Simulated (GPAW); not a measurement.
# PbS (Cmcm) in GPAW: single point with PBE

Aim: the single point of PbS with PBE.

All numbers are computed with GPAW 26.7.0; they aren't measurements. Logs are shortened: lines on timing, memory, paths and dates and some standing lists are left out, and cuts for length are marked. The log counts tension as positive stress, the text compression.

**1. The crystal as given**

The structure is orthorhombic, space group Cmcm (No. 63). The conventional cell has a = 4.160 Å, b = 11.983 Å, c = 4.279 Å, α = 90.00°, β = 90.00°, γ = 90.00°. Pb (site symmetry m2m) has 5 S at 2.69 to 2.99 Å as nearest neighbours. Around S (site symmetry m2m) lie 5 Pb at 2.69 to 2.99 Å.

Measurements of this composition are mostly on another form, of space group No. 225.

**2. Single point, PBE**

Contents of run.py:

```python
from ase.dft.bandgap import bandgap
from ase.io import read, write
from ase.units import GPa
from gpaw import GPAW, PW

atoms = read('PbS.cif')

calc = GPAW(mode=PW(900),
            xc='PBE',
            kpts={'size': (4, 4, 4), 'gamma': True},
            occupations={'name': 'fermi-dirac', 'width': 0.05},
            nbands=33,
            convergence={'density': 1e-05, 'energy': 1e-05},
            maxiter=80,
            txt='gpaw.txt')
atoms.calc = calc
energy = atoms.get_potential_energy()
forces = atoms.get_forces()
stress = atoms.get_stress()
calc.write('gs.gpw')
write('result.traj', atoms)
print(f'Energy: {energy:.6f} eV')
print('Forces (eV/A):')
print(forces.round(4))
print('Stress (GPa):', (stress / GPa).round(3))
print('Fermi level:', round(calc.get_fermi_level(), 4), 'eV')
print(f'Gap: {bandgap(calc)[0]:.4f} eV, direct: {bandgap(calc, direct=True)[0]:.4f} eV')
```

Contents of PbS.cif:

```cif
data_PbS
_cell_length_a 6.34206917
_cell_length_b 6.34206917
_cell_length_c 4.27932094
_cell_angle_alpha 90.00000000
_cell_angle_beta 90.00000000
_cell_angle_gamma 141.70984795
_space_group_name_H-M_alt 'P1'
_space_group_name_Hall 'P 1'
_space_group_IT_number 1
loop_
_space_group_symop_operation_xyz
'x,y,z'
loop_
_atom_site_label
_atom_site_type_symbol
_atom_site_symmetry_multiplicity
_atom_site_Wyckoff_symbol
_atom_site_fract_x
_atom_site_fract_y
_atom_site_fract_z
_atom_site_occupancy
Pb1 Pb 1 a 0.1305633500 0.8694366500 0.2500000000 1
Pb2 Pb 1 a 0.8694366500 0.1305633500 0.7500000000 1
S1 S 1 a 0.3547970900 0.6452029100 0.2500000000 1
S2 S 1 a 0.6452029100 0.3547970900 0.7500000000 1
```

Potentials or basis: GPAW PAW data sets (gpaw-data 1.2.1), pw.

The run is started by

```
$ OMP_NUM_THREADS=1 python run.py
```

gpaw.txt:

```text
__  _  _
 | _ |_)|_||  |
 |__||  | ||/\| - 26.7.0

Input parameters:
  mode=PW(ecut=900.0000000000001),
  convergence={'density': 1e-05, 'energy': 1e-05},
  kpts=MonkhorstPack(size=(4, 4, 4), gamma=True),
  maxiter=80,
  nbands=33,
  occupations=Occupations(name='fermi-dirac', width=0.05),
  xc=XC(name='PBE')

Diagonalizing LCAO Hamiltonian
Converting LCAO to pw mode

                      S    Pb

         Pb   S

Atoms  # Å, Bohr magnetons
|   | symbol |         x |        y |        z |    initial magnetic moments |
|---|--------|-----------|----------|----------|-----------------------------|
| 0 |     Pb | -3.499824 | 3.416735 | 1.069830 | ( 0.0000,  0.0000,  0.0000) |
| 1 |     Pb |  4.864112 | 0.513091 | 3.209491 | ( 0.0000,  0.0000,  0.0000) |
| 2 |      S | -0.961531 | 2.535535 | 1.069830 | ( 0.0000,  0.0000,  0.0000) |
| 3 |      S |  2.325819 | 1.394291 | 3.209491 | ( 0.0000,  0.0000,  0.0000) |

Unit cell  # Å
| periodic |         x |        y |        z |  lengths |     angles |
|----------|-----------|----------|----------|----------|------------|
|      yes |  6.342069 | 0.000000 | 0.000000 | 6.342069 |  90.000000 |
|      yes | -4.977782 | 3.929826 | 0.000000 | 6.342069 |  90.000000 |
|      yes |  0.000000 | 0.000000 | 4.279321 | 4.279321 | 141.709848 |

Number of symmetries: 4
Symmetry operations  # r_c * U_cc + t_c -> r_c
|   | kind |            matrix            |
|---|------|------------------------------|
| 0 |  E   |  1, 0, 0,  0, 1, 0,  0, 0, 1 |
| 1 |  C2  |  0, 1, 0,  1, 0, 0,  0, 0,-1 |
| 2 |  σ   |  0,-1, 0, -1, 0, 0,  0, 0, 1 |
| 3 |  i   | -1, 0, 0,  0,-1, 0,  0, 0,-1 |

BZ-sampling:
  Number of BZ points: 64
  Number of IBZ points: 24

  Monkhorst-Pack size: [4, 4, 4]
  Monkhorst-Pack shift: [0.125, 0.125, 0.125]

K-points  # in reciprocal-cell coordinates
|     |                                coordinates |     weight |
|-----|--------------------------------------------|------------|
|   0 | (  0.00000000,   0.00000000,   0.00000000) | 0.01562500 |
|   1 | (  0.00000000,   0.00000000,   0.25000000) | 0.03125000 |
|   2 | (  0.00000000,   0.00000000,   0.50000000) | 0.01562500 |
|   3 | (  0.25000000,  -0.25000000,  -0.25000000) | 0.03125000 |
|   4 | (  0.25000000,  -0.25000000,   0.00000000) | 0.03125000 |
|   5 | (  0.25000000,  -0.25000000,   0.25000000) | 0.03125000 |
|   6 | (  0.25000000,  -0.25000000,   0.50000000) | 0.03125000 |
|   7 | (  0.25000000,   0.00000000,  -0.25000000) | 0.06250000 |
|   8 | (  0.25000000,   0.00000000,   0.00000000) | 0.06250000 |
|   9 | (  0.25000000,   0.00000000,   0.25000000) | 0.06250000 |
| ... |                                            |            |
|  23 | (  0.50000000,   0.50000000,   0.50000000) | 0.01562500 |

Plane wave coefficients: 6568
Cutoff: 900.0000000000001 eV

Spin-components: 1 (collinear spins)
Bands:           33
Projectors:      22
Spin-degeneracy: 2
Datatype:        complex128

Parallelization:
  kpt:    1
  domain: 1
  band:   1

Density:
  Valence electrons: 40.0
  Components: 1
  Grid points: [45 45 30]
  Charge: 0.0  # |e|

Potential:
  Grid points: [45 45 30]

species:
  Pb:
    name:    Lead
    Z:       82.0
    valence: 14
    core:    68
    charge:  0.0  # [|e|]
    compensation charges:
      type: gauss
      rc: 0.38  # [Å]
      lmax: 2
    cutoffs:
      filter: 2.36  # [Å]
      core: 2.43  # [Å]
    projectors
    | kind |    occ | energy [eV] | rcut [Å] |
    |------|--------|-------------|----------|
    |   6s |  2.000 |     -11.969 |    1.259 |
    |   6p |  2.000 |      -3.506 |    1.275 |
    |   5d | 10.000 |     -21.211 |    1.217 |
    |    s |        |      15.243 |    1.259 |
    |    p |        |      23.705 |    1.275 |
    |    d |        |       6.001 |    1.217 |

    Using partial waves for Pb as LCAO basis

  S:
    name:    Sulfur
    Z:       16.0
    valence: 6
    core:    10
    charge:  0.0  # [|e|]
    compensation charges:
      type: gauss
      rc: 0.24  # [Å]
      lmax: 2
    cutoffs:
      filter: 1.77  # [Å]
      core: 1.66  # [Å]
    projectors
    | kind |    occ | energy [eV] | rcut [Å] |
    |------|--------|-------------|----------|
    |   3s |  2.000 |     -17.254 |    0.974 |
    |   3p |  4.000 |      -7.008 |    0.979 |
    |    s |        |       9.957 |    0.974 |
    |    p |        |      20.203 |    0.979 |
    |    d |        |       0.000 |    0.900 |

    Using partial waves for S as LCAO basis

Reference energy: -1156264.166523  # eV

eigensolver:
  PPCG
  Converge bands: occupied
  niter=2

density mixing:
  MSR1-Mixer
  Pratt-step length: 0.05
  Maximum mixing coefficient: 0.75
  Old densities: 10
  SVD Regularization: 0.005
  Good broyden scale: 1.0
  Trust region scale: 1.0
  Backstep threshold: 4.0
  History deletion threshold: 6.0
  Fourier metric: weight=20.0, sigma=0.015

occupation numbers:
  Fermi-Dirac:
    width: 0.0500  # eV

poisson solver:
  ecut: 7200.000000000001  # eV

xc functional:
  name: PBE with 2 nearest neighbor stencil

convergence criteria:
- Maximum integral of absolute [dens]ity change: 1e-05 electrons / valence electron
- Maximum [total energy] change in last 3 cyles: 1e-05 eV / valence electron
- Maximum integral of absolute [eigenst]ate change: 4e-08 eV^2 / valence electron
maximum number of iterations: 80

SCF iterations
|iter     | |      energy | eigst |  dens |
|---------|-|-------------|-------|-------|
|iter:   1| |  -18.752905 | +0.02 |       |
|iter:   2| |  -18.532126 | -1.66 | -1.15 |
|iter:   3| |  -17.848552 | -1.50 | -1.20 |
|iter:   4| |  -17.847882 | -2.59 | -1.77 |
|iter:   5| |  -17.847018 | -3.28 | -2.12 |
|iter:   6| |  -17.847164 | -4.09 | -2.45 |
|iter:   7| |  -17.847205c| -5.43 | -3.28 |
|iter:   8| |  -17.847208c| -6.51 | -3.85 |
|iter:   9| |  -17.847208c| -7.61c| -4.48 |
|iter:  10| |  -17.847208c| -7.93c| -5.05c|

Converged in 10 steps
Energy contributions relative to reference atoms: (reference = -1156264.166523)

Energy contributions:
  Kinetic:          33.198643
  Coulomb:         -34.341709
  Zero:              0.147319
  External:          0.000000
  Xc:              -16.851461
  Entropy:          -0.000000
  Spinorbit:         0.000000
  ----------------------------
  Free energy:     -17.847209
  Extrapolated:    -17.847208

dipole moment: (0.000002, 0.000007, 0.000007)  # |e|*Ang

Fermi level: 5.883
Eigenvalues  # (at kpt = [0.000, 0.000, 0.000])
| band index |      eig [eV] | occ [0-2] |
|------------|---------------|-----------|
|          0 |       -11.062 |     2.000 |
|        ... |               |           |
|         12 |        -1.395 |     2.000 |
|         13 |        -0.469 |     2.000 |
|         14 |         1.126 |     2.000 |
|         15 |         2.384 |     2.000 |
|         16 |         2.938 |     2.000 |
|         17 |         3.666 |     2.000 |
[... 8 lines left out ...]
|         26 |        11.397 |     0.000 |
|         27 |        12.290 |     0.000 |
|        ... |               |           |
|         32 |        15.591 |     0.000 |

Gap: 1.260 eV
Transition (v -> c):
  (s=0, k=2, n=19, [0.00, 0.00, 0.50]) -> (s=0, k=21, n=20, [0.50, 0.50, 0.00])
Direct/indirect transitions are different
Direct gap: 1.628 eV
Transition at: (s=0, k=21, n=19, [0.50, 0.50, 0.00])

Forces  # eV/Ang
|        x |        y |        z |
|----------|----------|----------|
| -0.04496 |  0.01561 |  0.00005 |  # Pb   0
|  0.04496 | -0.01561 | -0.00005 |  # Pb   1
|  0.03154 | -0.01095 |  0.00004 |  # S    2
| -0.03154 |  0.01095 | -0.00004 |  # S    3

Stress tensor  # eV/Ang^3
|         x |         y |         z |
|-----------|-----------|-----------|
| -0.005414 |  0.000220 |  0.000000 |
|  0.000220 | -0.004857 | -0.000000 |
|  0.000000 | -0.000000 | -0.003825 |

# Writing to gs.gpw (mode='')
```

stdout:

```text
<dir> UserWarning: The angles between your unit-cell vectors are 90.0, 90.0 and 141.7 degrees.  Results may be wrong!  Please Niggli-reduce your unit-cell so that the angles are closer to 90 degrees:

  from ase.build import niggli_reduce
  niggli_reduce(atoms)

  warnings.warn(
Energy: -17.847208 eV
Forces (eV/A):
[[-0.045   0.0156  0.0001]
 [ 0.045  -0.0156 -0.0001]
 [ 0.0315 -0.0109  0.    ]
 [-0.0315  0.0109 -0.    ]]
Stress (GPa): [-0.867 -0.778 -0.613 -0.     0.     0.035]
Fermi level: 5.8826 eV
Gap: 1.2604 eV, direct: 1.6275 eV
```

Wall time 2 min (1 thread of Arm Neoverse V1, shared host); peak memory 0.34 GiB.

Results:

- Free energy: -17.8472 eV
- Pressure: 0.8 GPa
- Largest force: 0.048 eV/Å
- Band gap on the k mesh: 1.26 eV, indirect (least direct gap 1.63 eV)

Forces on the atoms (eV/Å):
```
Pb  -0.045  0.016  0.000
Pb   0.045 -0.016  0.000
S    0.032 -0.011  0.000
S   -0.032  0.011  0.000
```

Stress tensor (GPa, compression positive):
```
 0.87 -0.04  0.00
-0.04  0.78  0.00
 0.00  0.00  0.61
```

Levels at points of the mesh, in eV from the valence-band top:
```
           k point  band 16  band 17  band 18  band 19  band 20  band 21  band 22  band 23  band 24  band 25
(0.00, 0.00, 0.00)    -2.85    -2.29    -1.56    -1.39    -0.40     4.75     4.82     4.96     5.66     5.88
(0.00, 0.00, 0.50)    -2.63    -1.03    -1.03     0.00     0.00     1.90     1.90     2.86     2.86     5.08
(0.50, 0.00, 0.00)    -1.93    -1.26    -1.08    -0.25    -0.25     1.86     1.95     2.31     3.07     3.24
(0.50, 0.00, 0.50)    -4.19    -3.02    -3.02    -1.35    -1.35     3.51     3.51     5.34     5.34     6.42
(0.50, 0.50, 0.00)    -2.53    -1.83    -1.78    -1.22    -0.37     1.26     4.54     4.93     5.04     5.61
(0.50, 0.50, 0.50)    -1.14    -1.13    -1.13    -0.37    -0.37     1.80     1.80     3.28     3.28     3.57
```

Caveat: the k mesh is coarse; spin-orbit coupling is left out, which as a rule narrows the gap of such compounds by several tenths of an eV; the program warned that so skewed a cell can give wrong results.
